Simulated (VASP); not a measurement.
Output of a VASP run:

### OSZICAR
```
       N       E                     dE             d eps       ncg     rms          rms(c)
DAV:   1     0.909579206499E+02    0.90958E+02   -0.58026E+03   240   0.932E+02
DAV:   2    -0.173847722996E+00   -0.91132E+02   -0.87013E+02   400   0.167E+02
DAV:   3    -0.621945938899E+01   -0.60456E+01   -0.60359E+01   304   0.513E+01
DAV:   4    -0.626878341811E+01   -0.49324E-01   -0.49315E-01   284   0.577E+00
DAV:   5    -0.626918885730E+01   -0.40544E-03   -0.40542E-03   304   0.510E-01    0.180E+00
DAV:   6    -0.603967800414E+01    0.22951E+00   -0.34427E-01   264   0.306E+00    0.111E+00
DAV:   7    -0.600239030453E+01    0.37288E-01   -0.17871E-01   296   0.222E+00    0.593E-01
DAV:   8    -0.600510180148E+01   -0.27115E-02   -0.11350E-02   284   0.765E-01    0.913E-02
DAV:   9    -0.600542622039E+01   -0.32442E-03   -0.20510E-03   272   0.283E-01    0.762E-02
DAV:  10    -0.600549431863E+01   -0.68098E-04   -0.13833E-04   288   0.977E-02    0.129E-02
DAV:  11    -0.600549936359E+01   -0.50450E-05   -0.33307E-05   272   0.364E-02    0.439E-03
DAV:  12    -0.600549919915E+01    0.16444E-06   -0.55502E-06   304   0.154E-02
   1 F= -.60054992E+01 E0= -.60054992E+01  d E =-.180424E-17
```

OUTCAR:
```
------------------------ aborting loop because EDIFF is reached ----------------------------------------
  FORCE on cell =-STRESS in cart. coord.  units (eV):
  Direction    XX          YY          ZZ          XY          YZ          ZX
  --------------------------------------------------------------------------------------
  Total        0.5061525      0.5061525      0.5061525     -0.0000000     -0.0000000     -0.0000000
  in kB       10.2711736     10.2711736     10.2711736     -0.0000000     -0.0000000     -0.0000000
  external PRESSURE =      10.2711736 kB  Pullay stress =       0.0000000 kB
  volume of cell :       78.95
      direct lattice vectors                 reciprocal lattice vectors
     4.290000000  0.000000000  0.000000000     0.233100233  0.000000000  0.000000000
     0.000000000  4.290000000  0.000000000     0.000000000  0.233100233  0.000000000
     0.000000000  0.000000000  4.290000000     0.000000000  0.000000000  0.233100233
 POSITION                                       TOTAL-FORCE (eV/Angst)
 -----------------------------------------------------------------------------------
      0.00000      0.00000      0.00000         0.000000      0.000000      0.000000
      2.14500      2.14500      2.14500         0.000000      0.000000      0.000000
 -----------------------------------------------------------------------------------
    total drift:                                0.000000      0.000000      0.000000
  FREE ENERGIE OF THE ION-ELECTRON SYSTEM (eV)
  ---------------------------------------------------
  free  energy   TOTEN  =        -6.0054991991 eV

  energy  without entropy=       -6.0054991991  energy(sigma->0) =       -6.00549920
```
(Selected blocks of OUTCAR.)

**POSCAR**
```
CsBr
1
    4.2900000000     0.0000000000     0.0000000000
    0.0000000000     4.2900000000     0.0000000000
    0.0000000000     0.0000000000     4.2900000000
Cs Br
1 1
Direct
  0.0000000000   0.0000000000   0.0000000000
  0.5000000000   0.5000000000   0.5000000000
```

Task: Reconstruct the remaining input files.

Result: Several could match; the one computed here: the input of the run itself, PBE GGA, plane waves, VASP's PBE PAW potentials (set 64).

**KPOINTS**
```
Automatic mesh
0
Gamma
5 5 5
0 0 0
```

### INCAR
```
SYSTEM = CsBr
PREC = Accurate; ENCUT = 400; LREAL = F
LASPH = T
EDIFF = 1E-6; NELM = 100; ALGO = Normal
LMAXMIX = 4
ISMEAR = 0; SIGMA = 0.05
GGA = PE
ISIF = 2
LWAVE = F; LCHARG = F
```

POTCAR, in this order: Cs_sv Br (PBE.64 set). Program: vasp_std.

The compound is CsBr in the CsCl type structure. The cell was not relaxed at this level.
